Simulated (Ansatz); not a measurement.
**Step by step: BeS, relaxation of cell and atoms**

The calculation used DFT, PBE, PAW with Ansatz's default frozen-core files, scalar-relativistic (Ansatz 0.2.0).

Command: `ansatz run input.yaml --threads 1 --pin off --max-ram 2048MiB --backend cpu --events-out ev --progress --plain --runs-dir out` The run took 6.3 s on 1 thread of AMD EPYC 7R43 64-Core Processor (Zen 3), with other jobs on the host, peak memory 0.36 GiB.

```yaml
crystal:
  lattice:
    - [0.0, 2.3611663926, 2.3611663926]
    - [2.3611663926, 0.0, 2.3611663926]
    - [2.3611663926, 2.3611663926, 0.0]
  atoms:
    - { symbol: Be, position: [0.0, 0.0, 0.0] }
    - { symbol: S, position: [0.25, 0.25, 0.25] }
kpoints:
  mp_grid: { grid: [12, 12, 12] }
scf:
  occupations: { method: fermi_dirac, width: 0.05 }
hamiltonian:
  xc: pbe
  pseudopotentials: { kind: paw }
output:
  forces: true
  stress: true
relax:
  f_tol: 0.005
  max_steps: 80
  cell: {}
```

The cell is built from the zincblende type as a first guess.

The cutoff is 420 eV; energies and pressures of the walk include the program's estimate of the Pulay term.

Each frame lists the cell vectors (Å), then Cartesian positions (Å); symmetry keeps all forces zero. Free energies count from the first step, -996.8834 eV.

The walk took 5 evaluations in all; steps that aren't listed are left out.

Step 1: E = 0.0 meV, P = 10.71 GPa

```
cell 0.0000 2.3612 2.3612 2.3612 0.0000 2.3612 2.3612 2.3612 0.0000
Be    0.0000    0.0000    0.0000
S     1.1806    1.1806    1.1806
```

Step 2: E = -64.0 meV, P = 4.64 GPa

```
cell 0.0000 2.4011 2.4011 2.4011 0.0000 2.4011 2.4011 2.4011 0.0000
Be    0.0000    0.0000    0.0000
S     1.2005    1.2005    1.2005
```

Step 3: E = -81.7 meV, P = 0.52 GPa

```
cell 0.0000 2.4335 2.4335 2.4335 0.0000 2.4335 2.4335 2.4335 0.0000
Be    0.0000    0.0000    0.0000
S     1.2167    1.2167    1.2167
```

**Question.** How does the relaxation end?

**Answer.** It converges, with a = 4.875 Å, b = 4.875 Å, c = 4.875 Å, α = 90.00°, β = 90.00°, γ = 90.00° (conventional cell, space group F-43m). The last solve (on a basis chosen afresh for the final cell, so its energy is not quite comparable) gives E = -82.2 meV, P = 0.04 GPa:
```
cell 0.0000 2.4377 2.4377 2.4377 0.0000 2.4377 2.4377 2.4377 0.0000
Be    0.0000    0.0000    0.0000
S     1.2188    1.2188    1.2188
```
